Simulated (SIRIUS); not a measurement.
The system is B.

```
B
1.0
     1.62456    0.00000    0.00000
     0.00000    2.86615    0.00000
     0.00000    0.00000    3.91440
B
2
Direct
  0.00000 0.50000 0.60926
  0.50000 0.00000 0.39074
```

The cell was built by a generator and needn't be a form met in nature.

```yaml
Program: SIRIUS 7.10.0
Task: single point
Functional: PBE
Potentials_or_basis: PseudoDojo 0.4.1 PBE standard (scalar relativistic)
Cutoff: 1054 eV
Density_cutoff: 4214 eV
k_mesh: 16 × 9 × 7
Occupations: fermi-dirac, width 0.05 eV
Spin: no spin polarisation
```

On this cell: pressure 0.0 GPa; largest force under 0.003 eV/Å; band gap on the k mesh none (metal or under the smearing width).

The same run follows on a disturbed copy (atoms moved at random, drawn with an rms of 0.05 Å):

```
CELL_PARAMETERS angstrom
1.62456 0.00000 0.00000
0.00000 2.86615 0.00000
0.00000 0.00000 3.91440
ATOMIC_POSITIONS crystal
B 0.99998 0.51209 0.61590
B 0.51403 0.00547 0.39753
```

What does the disturbed cell give?

The energy (extrapolated to zero smearing) moves by +2.0 meV/atom; pressure 0.1 GPa; largest force 0.277 eV/Å; band gap on the k mesh none (metal or under the smearing width).

Forces in eV/Å, atoms in the order of the input:
```
B    0.227 -0.158  0.009
B   -0.227  0.158 -0.009
```

Stress tensor (GPa, compression positive):
```
-1.32 -0.14  1.70
-0.14  1.78 -1.19
 1.70 -1.19 -0.32
```

Caveats: this functional lacks dispersion, which binds the layers, so the pressure and a relaxed spacing across them are unreliable (some runs).
